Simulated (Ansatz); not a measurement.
# BaTiO3 (Pm-3m): G0W0 under other settings

A base run on BaTiO3 (Pm-3m), then changed inputs.

Program: Ansatz 0.2.0. Level of theory: G0W0 on PBE, plane waves, norm-conserving pseudopotentials. Results are calculated unless marked as measured.

## (1) The starting structure

Symmetry: Pm-3m, No. 221, cubic system. Conventional cell: a = 4.006 Å, b = 4.006 Å, c = 4.006 Å, α = 90.00°, β = 90.00°, γ = 90.00°. Ba has 12 O at 2.83 Å nearest. Nearest to Ti lie 6 O at 2.00 Å. Nearest to O lie 2 Ti at 2.00 Å and 4 Ba at 2.83 Å. Farther neighbours and most contacts between anions are not listed.

The cell and positions come from the Crystallography Open Database and are kept as given unless a step says otherwise. Spin-orbit coupling is left out unless a step names it.

## (2) The base run: 4×4×4 mesh, 145 empty bands, screening to 100 eV, norm-conserving files

Now the one-shot GW correction: screening in the RPA, then the self-energy of the levels asked for. This step takes norm-conserving files.

Input file input.yaml:

```yaml
crystal:
  lattice:
    - [4.006, 0.0, 0.0]
    - [0.0, 4.006, 0.0]
    - [0.0, 0.0, 4.006]
  atoms:
    - { symbol: Ba, position: [0.5, 0.5, 0.5] }
    - { symbol: Ti, position: [0.0, 0.0, 0.0] }
    - { symbol: O, position: [0.5, 0.0, 0.0] }
    - { symbol: O, position: [0.0, 0.5, 0.0] }
    - { symbol: O, position: [0.0, 0.0, 0.5] }
kpoints:
  mp_grid: { grid: [4, 4, 4] }
hamiltonian:
  xc: pbe
  pseudopotentials: { kind: nc }
scf:
  occupations: { method: fixed }
gw:
  n_empty_bands: 145
  ecut_chi: 100
  qp_bands: [v2, c2]
  qp_kpoints: band_edges
  screening: { model: contour_deformation }
```

On the command line:

```bash
$ ansatz run input.yaml --threads 2 --pin off --max-ram 73728MiB --backend cuda --events-out ev --progress --plain --runs-dir out --devices 1 --max-vram 13GiB
```

Numbers of over 12 decimals in the logs are rounded to 6 here.

Log:

```text
GPUs: using 1 of 1 available (devices: 1).
Engine: ansatz 0.2.0, x86_64-unknown-linux-gnu
Pseudopotentials: kind: nc
Pseudopotential: Ba, nc, valence charge 10, recommended cutoff 770 eV (normal), Ba.nc.azcp
Pseudopotential: Ti, nc, valence charge 12, recommended cutoff 1155 eV (normal), Ti.nc.azcp
Pseudopotential: O, nc, valence charge 6, recommended cutoff 1240 eV (normal), O.nc.azcp
Functional definition: PBE
  parameter kappa = 0.804
  parameter beta = 0.066725
  exchange = pbe_x(kappa = kappa, mu = beta*pi^2/3)
  correlation = pbe_c(beta = beta)
device memory: the entry about to start is reckoned to put 1.4 GiB on a device that reports 46.8 GiB free (of which the cap on the GPU budget leaves the run 13.0 GiB)
GPU FFT provider: cuFFT
GPU libraries: cuBLAS 13.8.2, cuFFT 12.4.0, cuSOLVER 12.3.4
Crystal: 5 atoms, lattice volume = 64.288 Å³
Basis set: ecut = 1240 eV, 6403 PW (Γ)
Bands: 25, of which v1, the nominal top of the filled ones, is band 20 counted from 1 (19 counted from 0)
Symmetry: 48 space group operations
Space group: Pm-3m (ITA 221), of the structure as read, at distance tolerance 4.0e-5 Å
k-points: 10 of 64
Non-local potential: Ba, projectors of the file, l = 0: 2, l = 1: 2, l = 2: 2, l = 3: 2
Non-local potential: Ti, projectors of the file, l = 0: 2, l = 1: 2, l = 2: 2
Non-local potential: O, projectors of the file, l = 0: 2, l = 1: 2, l = 2: 1
Initial density: superposition of atomic densities (chi_scale 0.1, normalization cell, long waves kept (reshape's long-wave potential 0.00 eV rms))
Initial wavefunctions: pseudopotential atomic-orbital guess
GPU buffer pool allocated for 110592 grid points (all kernels)
GPU transforms: local potential and band sums: pruned to the plane-wave sphere, on 45×45×48
Functional: x = pbe(κ = 0.804, μ = 0.219515), c = pbe(β = 0.066725)
SCF iter   1: F=—  HF=-3781.150141 eV  |F-HF|=—  |Δ(HF+E_count)|=         —  Δρ=5.00e-2  dr2=1.94e0  ethr=3.10e-3  ⟨swp⟩=6.6  Hψ=1142  notcnv=0  defer=25
preconditioner: auto → Resta (q_TF=auto, 2.521 Å⁻¹)  ε∞=5.8  [insulator: Δε(μ)=2.383 eV  Ē_g=11.569 eV  n_scr=18 (ndim 8)  ℏωp=25.4 eV  f_vac=0.000  ε∞_Penn≈5.8]
SCF iter   2: F=—  HF=-3780.735807 eV  |F-HF|=—  |Δ(HF+E_count)|=   4.14e-1  Δρ=2.73e-2  dr2=4.65e-1  ethr=3.10e-3  ⟨swp⟩=5.1  Hψ=558  notcnv=0  defer=21
SCF iter   3: F=—  HF=-3780.667307 eV  |F-HF|=—  |Δ(HF+E_count)|=   6.85e-2  Δρ=1.86e-2  dr2=2.38e-1  ethr=1.16e-3  ⟨swp⟩=3.3  Hψ=455  notcnv=0  defer=25
SCF iter   4: F=—  HF=-3780.632993 eV  |F-HF|=—  |Δ(HF+E_count)|=   3.43e-2  Δρ=5.61e-3  dr2=1.89e-2  ethr=5.95e-4  ⟨swp⟩=4.3  Hψ=507  notcnv=0  defer=26
SCF iter   5: F=—  HF=-3780.633885 eV  |F-HF|=—  |Δ(HF+E_count)|=   8.93e-4  Δρ=1.40e-3  dr2=8.10e-4  ethr=4.73e-5  ⟨swp⟩=3.6  Hψ=437  notcnv=0  defer=27
[...]
Internal energy: -3780.634697 eV  (E = F + TS)
E sigma→0 (E₀):  -3780.634697 eV
Fermi energy:    10.302197 eV
--- Per-component energies (eV) ---
  E_band       = -140.668519
  E_kinetic    = 1762.262254
  E_local      = -2625.898647  (includes V_loc(G=0)·N_el)
  E_nonlocal   = -114.935105
  E_hartree    = 819.580651
  E_xc         = -803.237646
  E_vxc        = -801.248753  (∫ρ·V_xc dr)
  E_ewald      = -2818.406203
  E_smearing   = -0.000000  (= −TS)
  E_closure    = 0.000000  (closes the sum)
  Σ components = -3780.634697   (vs F -3780.634697, Δ=0.00e0)
--- Band table (eV; the first three rows and the last of 10) ---
  k-point 0: bands = [... 16 lower, 9.1965, 10.1891, 10.1891, 10.1891, 12.0882, 12.0882, 12.0882, 14.2448, ... 1 higher]
  k-point 1: bands = [... 16 lower, 8.7907, 9.1075, 9.8622, 9.8622, 12.1506, 13.0357, 13.0357, 14.2475, ... 1 higher]
  k-point 2: bands = [... 16 lower, 8.4934, 8.4934, 9.6240, 9.6240, 12.2153, 13.8073, 13.8073, 14.2498, ... 1 higher]
  k-point 9: bands = [... 16 lower, 7.9596, 10.3022, 10.3022, 10.3022, 14.4849, 14.4849, 14.4849, 17.1291, ... 1 higher]
--- G₀W₀: contour deformation, 7 samples at zero and on the imaginary axis and 1 off it, 64 q-points, 145 empty bands' worth ---
  eigenvalues of the whole cell's RPA ε∞ on this k-mesh (on a slab, of 1 + 4πα/V) = 7.0469, 7.0469, 7.0469; static W/v taken at q = 0 is 0.141905
  gw.qp_kpoints: band_edges: 9 of 10 stored k-points solved, in 1 pass; an edge of the gap read off the rows below is read off those points alone
    valence top: of the k-points left out ik 6 came nearest to being solved in a further pass, in band 20 (counted from 1, as in the quasiparticle table): it holds the edge there only if its correction is more favourable than any solved in that band by at least 0.579 eV; those differ by 0.060 eV
    conduction bottom: of the k-points left out ik 6 came nearest to being solved in a further pass, in band 21 (counted from 1, as in the quasiparticle table): it holds the edge there only if its correction is more favourable than any solved in that band by at least 1.391 eV; those differ by 0.069 eV
    ik  band        ε_KS         Σx   Σc(E_QP)       V_xc       Z   E_QP_lin       E_QP  E_QP is
     0    19     10.1891   -26.0439     4.6384   -21.2776  0.7208    10.0609    10.0612  root
     0    20     10.1891   -26.0439     4.6384   -21.2776  0.7208    10.0609    10.0612  root
     0    21     12.0882   -12.5855    -6.4002   -20.2307  0.7285    13.3729    13.3333  root
     0    22     12.0882   -12.5855    -6.4002   -20.2307  0.7285    13.3729    13.3333  root
     1    19      9.8622   -25.7032     4.5903   -20.9677  0.7180     9.7166     9.7171  root
     1    20      9.8622   -25.7032     4.5903   -20.9677  0.7180     9.7166     9.7171  root
     1    21     12.1506   -12.7144    -6.4929   -20.4743  0.7259    13.4596    13.4175  root
     1    22     13.0357   -14.1291    -6.3461   -21.7425  0.7060    14.3526    14.3029  root
[...]
9    19     10.3022   -25.8657     4.9502   -20.7821  0.7099    10.1685    10.1689  root
     9    20     10.3022   -25.8657     4.9502   -20.7821  0.7099    10.1685    10.1689  root
     9    21     14.4849   -14.6840    -7.6871   -23.6781  0.6588    15.8768    15.7919  root
     9    22     14.4849   -14.6840    -7.6871   -23.6781  0.6588    15.8768    15.7919  root
[key lines of the parts left out:]
SCF converged after 8 iterations
Free energy (F): -3780.634697 eV
```

The job ended after 8.9 s (1 × NVIDIA H100 80GB HBM3 (shared by 6 runs) with 2 threads of AMD EPYC 7R13 (Zen 3), shared host; peak memory 1.3 GiB; 8.6 s of CPU time).

The column dr2 measures how far the density is from self-consistency, as an energy; F and HF (Harris–Foulkes) agree once it is small.

Numbers from this step:

| Quantity | Value |
| --- | --- |
| bands summed | 165 |
| RPA ε∞ on this mesh (eigenvalues) | 7.047, 7.047, 7.047 |
| plane waves in the screening matrix | 147 |
| q-points in the mesh | 64 |
| G0W0 gap on the mesh | 3.164 eV |
| k of the valence top | -0.5, -0.5, -0.5 |
| k of the conduction bottom | 0, 0, 0 |
| starting gap on the mesh | 1.786 eV |
| Z at the valence top | 0.7099 |
| Z at the conduction bottom | 0.7285 |
| least direct G0W0 gap on the computed points | 3.272 eV |

The gap on the mesh goes from 1.79 eV to 3.16 eV, a correction of +1.38 eV. Between the two edge states, bare exchange in place of the xc potential would open the gap by 12.73 eV, and correlation takes back 11.35 eV.

## (3) Variant: norm-conserving files, smooth pair densities

input.yaml, as its differences from that of step 2:

```diff
@@ -19,4 +19,4 @@
 gw:
-  n_empty_bands: 145
-  ecut_chi: 100
+  n_empty_bands: 104
+  ecut_chi: 80
   qp_bands: [v2, c2]
@@ -24 +24,2 @@
   screening: { model: contour_deformation }
+  pair_densities: pseudo
```

Log:

```text
GPUs: using 1 of 1 available (devices: 1).
[...]
GPU FFT provider: cuFFT
GPU libraries: cuBLAS 13.8.2, cuFFT 12.4.0, cuSOLVER 12.3.4
Crystal: 5 atoms, lattice volume = 64.288 Å³
Basis set: ecut = 1240 eV, 6403 PW (Γ)
Bands: 25, of which v1, the nominal top of the filled ones, is band 20 counted from 1 (19 counted from 0)
[... 1 set-up line as in the run before ...]
[...]
k-points: 10 of 64
[...]
GPU buffer pool allocated for 110592 grid points (all kernels)
[...]
SCF iter   1: F=—  HF=-3781.150141 eV  |F-HF|=—  |Δ(HF+E_count)|=         —  Δρ=5.00e-2  dr2=1.94e0  ethr=3.10e-3  ⟨swp⟩=6.6  Hψ=1142  notcnv=0  defer=25
[...]
SCF iter   8: F=-3780.634697 eV  HF=-3780.634697 eV  |F-HF|=1.98e-8  |Δ(HF+E_count)|=   8.21e-7  Δρ=1.18e-5  dr2=7.57e-8  ethr=2.50e-10  ⟨swp⟩=17.3  Hψ=2157  notcnv=0
SCF 1 converged in 8 iterations: F = -3780.634697 eV  dr2 = 7.57e-8
[...]
NSCF: frozen V_eff on 10 k-points, pencils in batches of 32, up to order 100
[...]
NSCF: frozen V_eff on 10 k-points
G₀W₀ screening: q 1/10
[... further progress lines ...]
SCF converged after 8 iterations
Free energy (F): -3780.634697 eV
[...]
Internal energy: -3780.634697 eV  (E = F + TS)
E sigma→0 (E₀):  -3780.634697 eV
Fermi energy:    10.302197 eV
[...]
--- Band table (eV; the first three rows and the last of 10) ---
  k-point 0: bands = [... 16 lower, 9.1965, 10.1891, 10.1891, 10.1891, 12.0882, 12.0882, 12.0882, 14.2448, ... 1 higher]
  k-point 1: bands = [... 16 lower, 8.7907, 9.1075, 9.8622, 9.8622, 12.1506, 13.0357, 13.0357, 14.2475, ... 1 higher]
  k-point 2: bands = [... 16 lower, 8.4934, 8.4934, 9.6240, 9.6240, 12.2153, 13.8073, 13.8073, 14.2498, ... 1 higher]
  k-point 9: bands = [... 16 lower, 7.9596, 10.3022, 10.3022, 10.3022, 14.4849, 14.4849, 14.4849, 17.1291, ... 1 higher]
[...]
bands read: the sum over 124 bands ends inside a degenerate multiplet in 2 slots, whose members it reads at an even weight; the widest, k=0: bands 123 to 125 (counted from 1) at 2/3 each
[...]
`?` marks the rows in doubt; gw_qp.tsv's column doubts and the gw_qp event give each row's grounds
[...]
0    19     10.1891   -25.0587     4.7381   -20.3616  0.7232    10.2300    10.2301  root
     0    20     10.1891   -25.0587     4.7381   -20.3616  0.7232    10.2300    10.2301  root
     0    21     12.0882   -11.5753    -6.1710   -19.1151  0.7305    13.5079    13.4571  root
     0    22     12.0882   -11.5753    -6.1710   -19.1151  0.7305    13.5079    13.4571  root
     1    19      9.8622   -24.7963     4.6917   -20.1221  0.7203     9.8797     9.8797  root
     1    20      9.8622   -24.7963     4.6917   -20.1221  0.7203     9.8797     9.8797  root
     1    21     12.1506   -11.6812    -6.2605   -19.3356  0.7279    13.5990    13.5445  root
     1    22     13.0357   -13.0056    -6.1194   -20.5344  0.7085    14.5101    14.4451  root
[...]
8    19      9.7981   -24.3902     5.0126   -19.3241  0.7087     9.7445     9.7446  root
     8    20     10.2772   -25.0384     5.0411   -20.0204  0.7124    10.3003    10.3003  root
     8    21     14.1291   -13.3737    -7.0426   -21.8720  0.6761    15.6851    15.5847  root ?
     8    22     14.1291   -13.3737    -7.0426   -21.8720  0.6761    15.6851    15.5847  root ?
     9    19     10.3022   -25.0934     5.0430   -20.0851  0.7126    10.3369    10.3369  root
     9    20     10.3022   -25.0934     5.0430   -20.0851  0.7126    10.3369    10.3369  root
     9    21     14.4849   -13.3101    -7.4461   -22.2102  0.6616    16.0461    15.9390  root ?
     9    22     14.4849   -13.3101    -7.4461   -22.2102  0.6616    16.0461    15.9390  root ?
```

Elapsed: 8.9 s, on 1 × NVIDIA H100 80GB HBM3 (shared by 6 runs) with 2 threads; peak memory 1.2 GiB; 6.9 s of CPU time.

The G0W0 gap on the mesh is 3.120 eV.

Against the base:

```tsv
setting	base	variant
empty bands	145	104
screening cutoff (eV)	100	80
pair densities	-	pseudo
```

```tsv
quantity	variant	base
starting gap on the mesh	1.786	1.786
G0W0 gap on the mesh	3.120	3.164
least direct G0W0 gap on the computed points	3.227	3.272
Z at the valence top	0.713	0.710
Z at the conduction bottom	0.731	0.729
```

## (4) Results

```json
{"base": "3.16 eV, 8.9 s", "norm-conserving files, smooth pair densities": "3.12 eV, 8.9 s"}
```

Norm-conserving files, smooth pair densities: the gap moves by −0.04 eV. The variant differs from the base in empty bands, screening cutoff and pair densities together, so the change can't be laid to one of them. All runs here use a coarse mesh and modest cutoffs; they test settings and are not final values. The 4×4×4 mesh is coarse for this cell (its supercell is 16 Å along the shortest edge). The RPA ε∞ on it, from the PBE start, is 7.05; such meshes misread the long-range screening, most where the gap is narrow. This is the ideal cubic cell; many perovskites, halides above all, are cubic only on average, and local tilts or off-centring can widen the gap. The many-body steps are scalar-relativistic: spin-orbit coupling is not in them.

[Paths, hosts, dates, memory and timing lines, banners, echoed tables and standing remarks are left out of the program output.]

[Logs are printed without paths, hosts, clocks, repeated set-up lines and the standing remarks that a program may print on its own settings, such as how far it seeks lower states.]

[Runs of the session that timed out or met a known fault of the program may be left out.]

[Cells called generated may have been cut or substituted from an entry of the Crystallography Open Database or the Materials Project.]

[Hosts, paths, dates, database ids (printed as entryN), source tags and the programs' standing remarks are cut or masked in the printed files.]
